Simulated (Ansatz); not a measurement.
A relaxation computed with Ansatz, from input to last step.

```yaml
crystal:
  lattice:
    - [3.560232814, 0.0, 0.0]
    - [-1.780116407, 3.0832520603, 0.0]
    - [0.0, 0.0, 17.52405782]
  atoms:
    - { symbol: Te, position: [0.33333333, 0.66666667, 0.89785545] }
    - { symbol: Te, position: [0.33333333, 0.66666667, 0.10214455] }
    - { symbol: Mo, position: [0.0, 0.0, 0.0] }
basis:
  ecutwfc: 420
kpoints:
  mp_grid: { grid: [9, 9, 2] }
hamiltonian:
  xc: pbe
  dispersion: d3bj
scf:
  occupations: { method: gaussian, width: 0.02 }
output:
  forces: true
  stress: true
  eigenvalues: true
relax:
  adjacent_minimum: "off"
  f_tol: 0.005
  max_steps: 80
  cell: { stress_tol: 0.05 }
```

```bash
ansatz run input.yaml --threads 1 --pin off --max-ram 2560MiB --backend cpu --events-out ev --progress --plain --runs-dir out
```

Theory: DFT PBE+D3(BJ), scalar-relativistic, plane waves, PAW in Ansatz.

Of 29 frames 10 are shown, positions in Å and forces in eV/Å; the SCF threshold varies from step to step. Steps run on the plane waves of an earlier cell, with a Pulay correction in the pressure. The basis is chosen afresh for the last frame, the zero of the energies, and at times for earlier ones too; energy and pressure step there, also at an unchanged geometry.

```xyz
3
Lattice="3.5602 0.0000 0.0000 -1.7801 3.0833 0.0000 0.0000 0.0000 17.5241" Properties=species:S:1:pos:R:3:forces:R:3 pbc="T T T" step=1 free_energy_over_end_meV_per_atom=82.43 pressure_GPa=-0.48
Te    0.0000    2.0555   15.7341    0.0000    0.0000   -0.0833
Te    0.0000    2.0555    1.7900    0.0000    0.0000    0.0833
Mo    0.0000    0.0000    0.0000    0.0000    0.0000    0.0000
3
Lattice="3.5037 0.0000 0.0000 -1.7519 3.0343 0.0000 0.0000 0.0000 17.5077" Properties=species:S:1:pos:R:3:forces:R:3 pbc="T T T" step=4 free_energy_over_end_meV_per_atom=76.12 pressure_GPa=-0.01
Te    0.0000    2.0229   15.6902    0.0000    0.0000    0.0058
Te    0.0000    2.0229    1.8175    0.0000    0.0000   -0.0058
Mo    0.0000    0.0000    0.0000    0.0000    0.0000    0.0000
3
Lattice="3.5045 0.0000 0.0000 -1.7523 3.0350 0.0000 0.0000 0.0000 16.5037" Properties=species:S:1:pos:R:3:forces:R:3 pbc="T T T" step=7 free_energy_over_end_meV_per_atom=75.44 pressure_GPa=0.05
Te    0.0000    2.0233   14.6896    0.0000    0.0000   -0.0366
Te    0.0000    2.0233    1.8141    0.0000    0.0000    0.0366
Mo    0.0000    0.0000    0.0000    0.0000    0.0000    0.0000
3
Lattice="3.5043 0.0000 0.0000 -1.7521 3.0348 0.0000 0.0000 0.0000 14.5813" Properties=species:S:1:pos:R:3:forces:R:3 pbc="T T T" step=10 free_energy_over_end_meV_per_atom=73.73 pressure_GPa=0.02
Te    0.0000    2.0232   12.7659    0.0000    0.0000   -0.0193
Te    0.0000    2.0232    1.8155    0.0000    0.0000    0.0193
Mo    0.0000    0.0000    0.0000    0.0000    0.0000    0.0000
3
Lattice="3.5042 0.0000 0.0000 -1.7521 3.0347 0.0000 0.0000 0.0000 13.7273" Properties=species:S:1:pos:R:3:forces:R:3 pbc="T T T" step=13 free_energy_over_end_meV_per_atom=72.60 pressure_GPa=0.05
Te    0.0000    2.0231   11.9127    0.0000    0.0000   -0.0328
Te    0.0000    2.0231    1.8146    0.0000    0.0000    0.0328
Mo    0.0000    0.0000    0.0000    0.0000    0.0000    0.0000
3
Lattice="3.5074 0.0000 0.0000 -1.7537 3.0375 0.0000 0.0000 0.0000 10.6693" Properties=species:S:1:pos:R:3:forces:R:3 pbc="T T T" step=17 free_energy_over_end_meV_per_atom=61.41 pressure_GPa=0.17
Te    0.0000    2.0250    8.8625    0.0000    0.0000   -0.1368
Te    0.0000    2.0250    1.8068    0.0000    0.0000    0.1368
Mo    0.0000    0.0000    0.0000    0.0000    0.0000    0.0000
3
Lattice="3.5055 0.0000 0.0000 -1.7528 3.0359 0.0000 0.0000 0.0000 9.7610" Properties=species:S:1:pos:R:3:forces:R:3 pbc="T T T" step=20 free_energy_over_end_meV_per_atom=50.63 pressure_GPa=-0.15
Te    0.0000    2.0239    7.9474    0.0000    0.0000   -0.0677
Te    0.0000    2.0239    1.8136    0.0000    0.0000    0.0677
Mo    0.0000    0.0000    0.0000    0.0000    0.0000    0.0000
3
Lattice="3.5029 0.0000 0.0000 -1.7514 3.0336 0.0000 0.0000 0.0000 8.4469" Properties=species:S:1:pos:R:3:forces:R:3 pbc="T T T" step=23 free_energy_over_end_meV_per_atom=25.20 pressure_GPa=1.21
Te    0.0000    2.0224    6.6614    0.0000    0.0000   -0.5234
Te    0.0000    2.0224    1.7855    0.0000    0.0000    0.5234
Mo    0.0000    0.0000    0.0000    0.0000    0.0000    0.0000
3
Lattice="3.5033 0.0000 0.0000 -1.7517 3.0340 0.0000 0.0000 0.0000 7.7016" Properties=species:S:1:pos:R:3:forces:R:3 pbc="T T T" step=26 free_energy_over_end_meV_per_atom=1.16 pressure_GPa=0.73
Te    0.0000    2.0226    5.9035    0.0000    0.0000   -0.2781
Te    0.0000    2.0226    1.7980    0.0000    0.0000    0.2781
Mo    0.0000    0.0000    0.0000    0.0000    0.0000    0.0000
3
Lattice="3.4949 0.0000 0.0000 -1.7474 3.0267 0.0000 0.0000 0.0000 7.6722" Properties=species:S:1:pos:R:3:forces:R:3 pbc="T T T" step=29 free_energy_over_end_meV_per_atom=0.00 pressure_GPa=-0.02
Te    0.0000    2.0178    5.8528    0.0000    0.0000   -0.0038
Te    0.0000    2.0178    1.8195    0.0000    0.0000    0.0038
Mo    0.0000    0.0000    0.0000    0.0000    0.0000    0.0000
```

The cell shrinks from 64.1 to 27.1 Å³ an atom. At the end the space group is P-6m2 (tolerance 0.05 Å).

Time: 6.1 min on 1 thread of Arm Neoverse V2, with other jobs on the host, peak memory 0.44 GiB.

An atom lies near a switch of its D3 coefficient C6 between reference coordination numbers, so the dispersion energy changes steeply there and can make or shift the minimum.